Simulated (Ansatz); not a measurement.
GaAs:

```
CELL_PARAMETERS angstrom
3.60640 0.00000 0.00000
-1.80320 3.12324 0.00000
0.00000 0.00000 3.57319
ATOMIC_POSITIONS crystal
Ga 0.33333 0.66667 0.50000
As 0.00000 0.00000 0.00000
```

The cell was built by a generator and needn't be a form met in nature.

| Quantity | Value |
| --- | --- |
| Program | Ansatz 0.2.0 |
| Task | relaxation of cell and atoms |
| Functional | LDA |
| Potentials or basis | Ansatz PAW |
| Cutoff | 420 eV (not typed: the program's choice for these potentials) |
| k mesh | 9 × 9 × 8 |
| Occupations | fermi-dirac, width 0.05 eV |
| Spin | no spin polarisation |

At the start: volume 20.12 Å³/atom.

Task: Where does the relaxation end?

Result: It ends after 7 steps and the volume is 18.79 Å³/atom (-6.6 %); space group P-6m2 (No. 187, to 0.05 Å).

Step by step:
```tsv
step	energy change (eV)	largest force (eV/Å)	volume (Å³)
1	0.0000	0.0000	40.25
2	-0.0785	0.0000	36.94
3	-0.0956	0.0000	37.16
4	-0.0965	0.0000	37.67
5	-0.0966	0.0000	37.63
6	-0.0967	0.0000	37.58
7	-0.0962	0.0000	37.58
```

Final structure:
```xyz
2
Lattice="3.6298 0.0000 0.0000 -1.8149 3.1435 0.0000 0.0000 0.0000 3.2935" Properties=species:S:1:pos:R:3 pbc="T T T"
Ga    0.0000    2.0956    1.6468
As    0.0000    0.0000    0.0000
```

Caveat: the plane-wave basis is chosen anew once the cell has moved, so the energies of steps on either side of that aren't comparable; the PAW data sets come from PBE, with cores solved anew for the run's functional, which leaves a small shift of forces and pressure.
